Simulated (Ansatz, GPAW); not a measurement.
# An Al chain with two N atoms in line: relaxation, then transmission at several levels, part 3 of 4

Aim: the conductance of an Al chain with two N atoms in line after relaxation, and whether geometry, basis or functional moves it most.

GPAW 26.7.0 and Ansatz 0.2.0; Ansatz plane waves; relaxation of the junction with the lead ends held (the session's first sound run).

So far, transmission at the Fermi level (one spin): step 3 (plane-wave reference (PBE)) 1.13. Also open channels of the lead at the Fermi level (one spin): step 3 2.

## Step 4: Double-zeta polarised basis

The script solves lead and junction separately, takes H and S in the orbital basis, and joins semi-infinite leads through their self-energies; the dzp basis is the working standard.

This step: GPAW LCAO, PAW setups; Landauer transmission from Green's functions with principal layers (ASE), zero bias (GPAW 26.7.0).

Contents of run.py:

```python
import json
import numpy as np
from ase import Atoms
from ase.transport.calculators import TransportCalculator
from gpaw import GPAW, FermiDirac
from gpaw.lcao.tools import get_lcao_hamiltonian
from scipy.linalg import eigh

# The junction with lead layers at both ends, along the third cell vector
device = Atoms(
    ['Al', 'Al', 'Al', 'Al', 'Al', 'Al', 'Al', 'N', 'N', 'Al', 'Al', 'Al', 'Al', 'Al', 'Al', 'Al'],
    positions=[
        [4.50000, 4.50000, 1.20000],
        [4.50000, 4.50000, 3.60000],
        [4.50000, 4.50000, 6.00000],
        [4.50000, 4.50000, 8.40000],
        [4.50000, 4.50000, 10.80000],
        [4.10918, 3.69907, 13.31029],
        [4.69178, 4.85322, 15.65656],
        [4.39303, 4.28765, 17.39014],
        [4.39350, 4.28369, 18.59780],
        [4.65454, 4.85134, 20.33587],
        [4.10392, 3.67875, 22.67973],
        [4.50000, 4.50000, 25.18260],
        [4.50000, 4.50000, 27.58260],
        [4.50000, 4.50000, 29.98260],
        [4.50000, 4.50000, 32.38260],
        [4.50000, 4.50000, 34.78260]],
    cell=[[9.0, 0.0, 0.0], [0.0, 9.0, 0.0], [0.0, 0.0, 35.9826]],
    pbc=True)

# One principal layer of the lead: the first 4 atoms of the device
lead = Atoms(
    ['Al', 'Al', 'Al', 'Al'],
    positions=[
        [4.50000, 4.50000, 1.20000],
        [4.50000, 4.50000, 3.60000],
        [4.50000, 4.50000, 6.00000],
        [4.50000, 4.50000, 8.40000]],
    cell=[[9.0, 0.0, 0.0], [0.0, 9.0, 0.0], [0.0, 0.0, 9.6]],
    pbc=True)

settings = dict(mode='lcao', basis='dzp', xc='PBE', h=0.18,
                occupations=FermiDirac(0.1), maxiter=250,
                mixer=dict(beta=0.1, nmaxold=8, weight=100.0),
                convergence=dict(density=0.0001))
energies = np.arange(-2, 2 + 1e-9, 0.025)
eta = 0.0001
n1, n2 = 1, 1
# k and -k transmit alike, so half of the mesh across the current serves
mesh = [(i, j) for i in range(n1) for j in range(n2) if (i, j) <= (-i % n1, -j % n2)]
weights = np.array([1 if (i, j) == (-i % n1, -j % n2) else 2 for i, j in mesh]) / (n1 * n2)

# [... helper functions left out ...]
fermi_lead = ground_state(lead, (1, 1, 12), 'lead.txt')
fermi_device = ground_state(device, (1, 1, 2), 'device.txt')
# [... loop over the mesh left out, but for ...]
        # Shift the lead onto the potential of the device's first layer
        shift = ((H[:, 0, 0] - H0[:, 0, 0]) / S0[0, 0]).real.mean()
# [...]
kT = 8.617333e-5 * 300
bias = [0.1, 0.2, 0.5, 1.0, 1.5, 2.0]
# [... integrals and printing left out ...]
```

Launch:

```console
OMP_NUM_THREADS=1 OPENBLAS_NUM_THREADS=1 python run.py
```

Numbers of over 12 decimals in the logs are rounded to 6 here.

The log of the run:

```text
basis functions: device 208, principal layer 52
Fermi level: lead -3.1259 eV, device -3.0521 eV; lead shifted by 0.0122 eV
largest coupling past the next layer 1.13e-15 eV, largest misfit of the first layer 0.041 eV
  E-E_F (eV)   T (one spin)  channels
    -2.000    1.6416e-01    1.0000
    -1.975    1.5864e-01    1.0000
    -1.950    1.5242e-01    1.0000
    -1.925    1.4563e-01    1.0000
    -1.900    1.3838e-01    1.0000
    -1.875    1.3080e-01    1.0000
    -1.850    1.2300e-01    1.0000
    -1.825    1.1511e-01    1.0000
    -1.800    1.0722e-01    1.0000
    -1.775    9.9436e-02    1.0000
    -1.750    9.1825e-02    1.0000
    -1.725    8.4453e-02    1.0000
    -1.700    7.7368e-02    1.0000
    -1.675    7.0605e-02    1.0000
    -1.650    6.4182e-02    1.0000
    -1.625    5.8111e-02    1.0000
[...]
1.825    1.4843e+00    3.0000
     1.850    1.4877e+00    3.0000
     1.875    1.4920e+00    3.0000
     1.900    1.4971e+00    3.0000
     1.925    1.5030e+00    3.0000
     1.950    1.5097e+00    3.0000
     1.975    1.5170e+00    3.0000
     2.000    1.5250e+00    3.0000
conductance at 300 K: 1.1205 G0 a cell; thermopower -12.57 uV/K
current from the zero-bias T(E) at 0.1 V: 8.6623 uA
current from the zero-bias T(E) at 0.2 V: 17.219 uA
current from the zero-bias T(E) at 0.5 V: 42.393 uA
current from the zero-bias T(E) at 1.0 V: 73.278 uA
current from the zero-bias T(E) at 1.5 V: 97.053 uA
current from the zero-bias T(E) at 2.0 V: 121.93 uA
```

Elapsed: 3.2 min, on 1 thread of Intel Xeon Platinum 8375C at 2.90GHz (Ice Lake), shared host; peak memory 1.7 GiB.

Numbers from this step:

```
conductance                                    : 1.121 G₀
thermopower                                    : -12.57 μV/K
largest coupling past the next principal layer : 1.13e-15 eV
largest misfit of the first principal layer    : 0.04099 eV
shift that aligns the lead                     : 0.01217 eV
basis functions of the junction                : 208
basis functions of a principal layer           : 52
transmission at the Fermi level (one spin)     : 1.128
```

One spin. Table of transmission, zone mean by energy, zero at the Fermi level:

```
energy (eV)  transmission, zone mean
     -2.000                    0.164
     -1.800                    0.107
     -1.600                   0.0524
     -1.400                   0.0168
     -1.200                  6.3e-10
     -1.000                  2.3e-10
     -0.800                   1.3e-8
     -0.600                  5.3e-10
     -0.400                   2.4e-8
     -0.275                     1.06
     -0.200                    0.762
      0.000                     1.13
      0.200                     1.36
      0.225                     1.36
      0.400                     1.25
      0.600                     1.22
      0.800                     1.26
      1.000                     1.36
      1.200                     1.46
      1.400                     1.51
      1.600                     1.49
      1.800                     1.48
      2.000                     1.53
```

Crossings of the lead's bands, unfolded to its shortest repeat. Table of open channels, zone mean by energy, zero at the Fermi level:

```
energy (eV)  open channels, zone mean
     -2.000                         1
     -1.900                         1
     -1.800                         1
     -1.700                         1
     -1.600                         1
     -1.500                         1
     -1.400                         1
     -1.300                         1
     -1.200                         0
     -1.100                         0
     -1.000                         0
     -0.900                         0
     -0.800                         0
     -0.700                         0
     -0.600                         0
     -0.500                         0
     -0.400                         0
     -0.300                         2
     -0.200                         2
     -0.100                         2
      0.000                         2
      0.100                         2
      0.200                         2
      0.300                         2
      0.400                         2
      0.500                         2
      0.600                         2
      0.700                         2
      0.800                         2
      0.900                         2
      1.000                         3
      1.100                         3
      1.200                         3
      1.300                         3
      1.400                         3
      1.500                         3
      1.600                         3
      1.700                         3
      1.800                         3
      1.900                         3
      2.000                         3
```

Not self-consistent under bias; the bias window is split evenly. Current through one cell, from the zero-bias transmission against bias:

```
bias (V)  current through one cell, from the zero-bias transmission (μA)
   0.100                                                            8.66
   0.200                                                            17.2
   0.500                                                            42.4
   1.000                                                            73.3
   1.500                                                            97.1
   2.000                                                             122
```

Table of transmission of the three most open eigenchannels by energy, zero at the Fermi level:

```
energy (eV)  channel 1  channel 2  channel 3
     -2.000      0.164          0          0
     -1.800      0.107          0          0
     -1.600     0.0524          0          0
     -1.400     0.0168          0          0
     -1.200    6.3e-10          0          0
     -1.000    2.2e-10          0          0
     -0.800     1.3e-8          0          0
     -0.600    5.3e-10          0          0
     -0.400     1.9e-8     4.9e-9          0
     -0.200      0.507      0.255          0
      0.000      0.756      0.372          0
      0.200      0.997      0.358          0
      0.400      0.777      0.472          0
      0.600      0.665      0.552          0
      0.800      0.763      0.499    7.4e-12
      1.000      0.726      0.633    0.00103
      1.200      0.836      0.622    0.00662
      1.400      0.969      0.521     0.0188
      1.600      0.998      0.461     0.0344
      1.800      0.993      0.450     0.0382
      2.000      0.999      0.496     0.0304
```

At the Fermi level T is 1.13 against 1.13 in plane waves. Couplings past the next layer reach 1.1e-15 eV, small enough to drop; the matrix elements of the cell's first layer differ from the bulk lead's by up to 0.041 eV. That layer keeps its own values in the calculation, and only beyond it is the lead taken as perfect. The Fermi levels of lead and junction count from different zeros of potential, one for each periodic cell; with both set to zero, the small remaining shift is what aligns them. By hand: G = 1.121 × 77.48 μS = 86.8 μS, a resistance of 11.5 kΩ; at 0.1 V a linear junction would pass 8.68 μA, and the integral over the bias window gives 8.66 μA. Mott's formula, S = -(π²/3)(k_B²T/e) d ln T/dE, has the prefactor 7.33 μV/K·eV at 300 K; T = 1.076 at -0.025 eV and 1.176 at 0.025 eV give a slope of 1.79 per eV and S = -13.1 μV/K, beside -12.6 μV/K from the thermal integral, which interpolates the same grid.

## Step 5: Single-zeta polarised basis

One radial function a shell plus polarisation makes the matrices smaller; the question is what that costs.

run.py, as its differences from that of step 4:

```diff
@@ -42,3 +42,3 @@
 
-settings = dict(mode='lcao', basis='dzp', xc='PBE', h=0.18,
+settings = dict(mode='lcao', basis='szp(dzp)', xc='PBE', h=0.18,
                 occupations=FermiDirac(0.1), maxiter=250,
```

The log of the run:

```text
basis functions: device 144, principal layer 36
Fermi level: lead -3.5822 eV, device -3.4487 eV; lead shifted by 0.0198 eV
largest coupling past the next layer 1.20e-15 eV, largest misfit of the first layer 0.052 eV
  E-E_F (eV)   T (one spin)  channels
    -2.000    1.4773e-01    1.0000
    -1.975    1.4053e-01    1.0000
    -1.950    1.3296e-01    1.0000
[...]
1.975    1.4544e+00    3.0000
     2.000    1.4604e+00    3.0000
conductance at 300 K: 1.1419 G0 a cell; thermopower -11.81 uV/K
current from the zero-bias T(E) at 0.1 V: 8.8098 uA
current from the zero-bias T(E) at 0.2 V: 17.412 uA
current from the zero-bias T(E) at 0.5 V: 41.81 uA
current from the zero-bias T(E) at 1.0 V: 68.283 uA
current from the zero-bias T(E) at 1.5 V: 88.456 uA
current from the zero-bias T(E) at 2.0 V: 110.69 uA
```

Run time: 2.9 min. Hardware: 1 thread; peak memory 1.7 GiB.

Numbers from this step:

* conductance: 1.142 G₀
* thermopower: -11.81 μV/K
* largest coupling past the next principal layer: 1.20e-15 eV
* largest misfit of the first principal layer: 0.05189 eV
* shift that aligns the lead: 0.01981 eV
* basis functions of the junction: 144
* basis functions of a principal layer: 36
* transmission at the Fermi level (one spin): 1.157

One spin. The transmission, zone mean by energy, zero at the Fermi level:

energy (eV), transmission, zone mean and a bar:
```
   -2.000       0.15 ###
   -1.800       0.09 ##
   -1.600       0.04 #
   -1.400       0.00 
   -1.200       0.00 
   -1.000       0.00 
   -0.800       0.00 
   -0.600       0.00 
   -0.400       0.00 
   -0.275       1.12 #######################
   -0.200       0.73 ###############
    0.000       1.16 ########################
    0.150       1.30 ###########################
    0.200       1.29 ##########################
    0.400       1.07 ######################
    0.600       1.04 #####################
    0.800       1.09 ######################
    1.000       1.22 #########################
    1.200       1.29 ##########################
    1.400       1.36 ############################
    1.600       1.42 #############################
    1.800       1.43 #############################
    2.000       1.46 ##############################
```

The conductance, 1.14 G₀, lies 1.9 % above that of the dzp run.

## Step 6: Minimal basis

The minimal basis is the cheapest rung: no second zeta and no polarisation.

run.py, as its differences from that of step 5:

```diff
@@ -42,3 +42,3 @@
 
-settings = dict(mode='lcao', basis='szp(dzp)', xc='PBE', h=0.18,
+settings = dict(mode='lcao', basis='sz(dzp)', xc='PBE', h=0.18,
                 occupations=FermiDirac(0.1), maxiter=250,
```

The log of the run:

```text
basis functions: device 64, principal layer 16
Fermi level: lead -3.8293 eV, device -3.6207 eV; lead shifted by 0.0280 eV
largest coupling past the next layer 8.25e-16 eV, largest misfit of the first layer 0.071 eV
  E-E_F (eV)   T (one spin)  channels
    -2.000    1.3679e-01    1.0000
    -1.975    1.2250e-01    1.0000
    -1.950    1.0811e-01    1.0000
[...]
1.975    1.5301e+00    3.0000
     2.000    1.5327e+00    3.0000
conductance at 300 K: 1.1731 G0 a cell; thermopower -11.79 uV/K
current from the zero-bias T(E) at 0.1 V: 9.0475 uA
current from the zero-bias T(E) at 0.2 V: 17.865 uA
current from the zero-bias T(E) at 0.5 V: 42.347 uA
current from the zero-bias T(E) at 1.0 V: 71.087 uA
current from the zero-bias T(E) at 1.5 V: 91.341 uA
current from the zero-bias T(E) at 2.0 V: 116.18 uA
```

It took 1.9 min on 1 thread; peak memory 1.5 GiB.

Numbers from this step:

```yaml
conductance: 1.173 G₀
thermopower: -11.79 μV/K
largest_coupling_past_the_next_principal_layer: 8.25e-16 eV
largest_misfit_of_the_first_principal_layer: 0.07069 eV
shift_that_aligns_the_lead: 0.02798 eV
basis_functions_of_the_junction: 64
basis_functions_of_a_principal_layer: 16
transmission_at_the_fermi_level_one_spin: 1.189
```

The conductance, 1.17 G₀, lies 4.7 % above that of the dzp run.

## Step 7: LDA in the dzp basis: xc = "LDA"

Back in the dzp basis, the functional changes from PBE to LDA, to set the spread between functionals beside that between bases.

run.py, as its differences from that of step 6:

```diff
@@ -42,3 +42,3 @@
 
-settings = dict(mode='lcao', basis='sz(dzp)', xc='PBE', h=0.18,
+settings = dict(mode='lcao', basis='dzp', xc='LDA', h=0.18,
                 occupations=FermiDirac(0.1), maxiter=250,
```

The log of the run:

```text
basis functions: device 208, principal layer 52
Fermi level: lead -3.2559 eV, device -3.1890 eV; lead shifted by 0.0142 eV
largest coupling past the next layer 1.29e-15 eV, largest misfit of the first layer 0.042 eV
  E-E_F (eV)   T (one spin)  channels
    -2.000    1.7165e-01    1.0000
    -1.975    1.6665e-01    1.0000
    -1.950    1.6081e-01    1.0000
[...]
1.975    1.4985e+00    3.0000
     2.000    1.5063e+00    3.0000
conductance at 300 K: 1.1398 G0 a cell; thermopower -12.9 uV/K
current from the zero-bias T(E) at 0.1 V: 8.8048 uA
current from the zero-bias T(E) at 0.2 V: 17.466 uA
current from the zero-bias T(E) at 0.5 V: 42.438 uA
current from the zero-bias T(E) at 1.0 V: 72.158 uA
current from the zero-bias T(E) at 1.5 V: 94.234 uA
current from the zero-bias T(E) at 2.0 V: 117.9 uA
```

Elapsed: 2.6 min, on 1 thread; peak memory 1.7 GiB.

This step gave:

- conductance: 1.140 G₀
- thermopower: -12.90 μV/K
- largest coupling past the next principal layer: 1.29e-15 eV
- largest misfit of the first principal layer: 0.04215 eV
- shift that aligns the lead: 0.01424 eV
- basis functions of the junction: 208
- basis functions of a principal layer: 52
- transmission at the Fermi level (one spin): 1.150

The conductance, 1.14 G₀, lies 1.7 % above that of the dzp run.

## Step 8: The structure as built: geometry = "as built"

The dzp basis with PBE on the structure as first built shows what the relaxation was worth.

run.py, as its differences from that of step 7:

```diff
@@ -17,8 +17,8 @@
         [4.50000, 4.50000, 10.80000],
-        [4.10918, 3.69907, 13.31029],
-        [4.69178, 4.85322, 15.65656],
-        [4.39303, 4.28765, 17.39014],
-        [4.39350, 4.28369, 18.59780],
-        [4.65454, 4.85134, 20.33587],
-        [4.10392, 3.67875, 22.67973],
+        [4.50000, 4.50000, 13.20000],
+        [4.50000, 4.50000, 15.60000],
+        [4.50000, 4.50000, 17.33130],
+        [4.50000, 4.50000, 18.65130],
+        [4.50000, 4.50000, 20.38260],
+        [4.50000, 4.50000, 22.78260],
         [4.50000, 4.50000, 25.18260],
@@ -42,3 +42,3 @@
 
-settings = dict(mode='lcao', basis='dzp', xc='LDA', h=0.18,
+settings = dict(mode='lcao', basis='dzp', xc='PBE', h=0.18,
                 occupations=FermiDirac(0.1), maxiter=250,
```

The log of the run:

```text
basis functions: device 208, principal layer 52
Fermi level: lead -3.1259 eV, device -3.1400 eV; lead shifted by -0.0039 eV
largest coupling past the next layer 9.93e-16 eV, largest misfit of the first layer 0.020 eV
  E-E_F (eV)   T (one spin)  channels
    -2.000    1.2679e-02    1.0000
    -1.975    1.2276e-02    1.0000
    -1.950    1.1869e-02    1.0000
[...]
1.975    8.7034e-01    3.0000
     2.000    8.6826e-01    3.0000
conductance at 300 K: 1.5298 G0 a cell; thermopower 1.372 uV/K
current from the zero-bias T(E) at 0.1 V: 11.827 uA
current from the zero-bias T(E) at 0.2 V: 23.502 uA
current from the zero-bias T(E) at 0.5 V: 56.206 uA
current from the zero-bias T(E) at 1.0 V: 89.583 uA
current from the zero-bias T(E) at 1.5 V: 108.17 uA
current from the zero-bias T(E) at 2.0 V: 130.04 uA
```

Run time: 2.2 min. Hardware: 1 thread; peak memory 1.7 GiB.

Numbers from this step:

```yaml
conductance: 1.530 G₀
largest_coupling_past_the_next_principal_layer: 9.93e-16 eV
largest_misfit_of_the_first_principal_layer: 0.02004 eV
shift_that_aligns_the_lead: -0.003899 eV
transmission_at_the_fermi_level_one_spin: 1.539
```

One spin. The transmission, zone mean by energy, zero at the Fermi level:

```
energy (eV)  transmission, zone mean
     -2.000                   0.0127
     -1.900                   0.0110
     -1.800                  0.00934
     -1.700                  0.00758
     -1.600                  0.00576
     -1.500                  0.00389
     -1.400                  0.00196
     -1.300                   2.0e-8
     -1.200                  2.0e-11
     -1.100                  4.7e-12
     -1.000                  2.7e-12
     -0.900                  2.1e-12
     -0.800                  1.9e-12
     -0.700                  1.8e-12
     -0.600                   3.1e-9
     -0.500                  5.4e-11
     -0.400                   0.0580
     -0.300                     1.19
     -0.200                     1.42
     -0.100                     1.53
     -0.050                     1.54
      0.000                     1.54
      0.100                     1.47
      0.200                     1.35
      0.300                     1.23
      0.400                     1.12
      0.500                     1.03
      0.600                    0.966
      0.700                    0.919
      0.800                    0.882
      0.900                    0.853
      0.950                     1.81
      1.000                     1.53
      1.100                     1.24
      1.200                     1.11
      1.300                     1.03
      1.400                    0.984
      1.500                    0.950
      1.600                    0.924
      1.700                    0.905
      1.800                    0.889
      1.900                    0.878
      2.000                    0.868
```

The conductance, 1.53 G₀, lies 37 % above that of the dzp run.

## Step 9: The ladder

Times are wall times on the hardware named with each run. The series side by side:

```
no.      run  conductance (G₀)     time  memory (GiB)
  1   pw PBE             1.125     43 s           2.2
  2      dzp             1.121  3.2 min           1.7
  3      szp             1.142  2.9 min           1.7
  4       sz             1.173  1.9 min           1.5
  5  dzp LDA             1.140  2.6 min           1.7
  6  asbuilt             1.530  2.2 min           1.7
```

[end of part 3 of 4]

[Logs are printed without paths, hosts, clocks, repeated set-up lines and the standing remarks that a program may print on its own settings, such as how far it seeks lower states.]

[Hosts, paths, dates, database ids (printed as entryN), source tags and the programs' standing remarks are cut or masked in the printed files.]
